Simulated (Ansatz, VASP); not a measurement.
## One calculation of InP3, two programs

```xyz
8
Lattice="3.6231 2.0918 3.0332 -3.6231 2.0918 3.0332 0.0000 -4.1835 3.0332" Properties=species:S:1:pos:R:3 pbc="T T T"
In    0.0000    0.0000    2.5600
In    0.0000    0.0000    6.5397
P     2.0029   -1.1564    5.4901
P     0.0000    2.3128    5.4901
P    -2.0029   -1.1564    5.4901
P    -2.0029    1.1564    3.6096
P     2.0029    1.1564    3.6096
P     0.0000   -2.3128    3.6096
```

Alike in both runs: functional PBEsol; k mesh 6 × 6 × 6; occupations gaussian, width 0.1 eV; no spin polarisation.

Ansatz relaxed the structure, and its values are those at the end. VASP's run is a single point on that final structure, the one shown.

|  | VASP | Ansatz |
| --- | --- | --- |
| version | VASP 6.6.1 | Ansatz 0.2.0 |
| potentials or method | VASP PAW PBE potentials, release 64 (In_d, P) | scalar-relativistic, plane waves, PAW |
| plane-wave cutoff (eV) | 520 | 420 |
| valence electrons in the cell | 56 | 56 |

```csv
,VASP,Ansatz,Ansatz less VASP
gap on the k mesh at the Fermi level (eV),none,none,-
pressure (GPa),10.0,10.0,0.00
rms of the force components (eV/Å),0.013,0.001,-0.0115
```

A gap of «none» marks a metal or a gap that the smearing closes.

Caveats: the PAW data sets were made with another functional, which shifts forces and pressure a little (VASP).
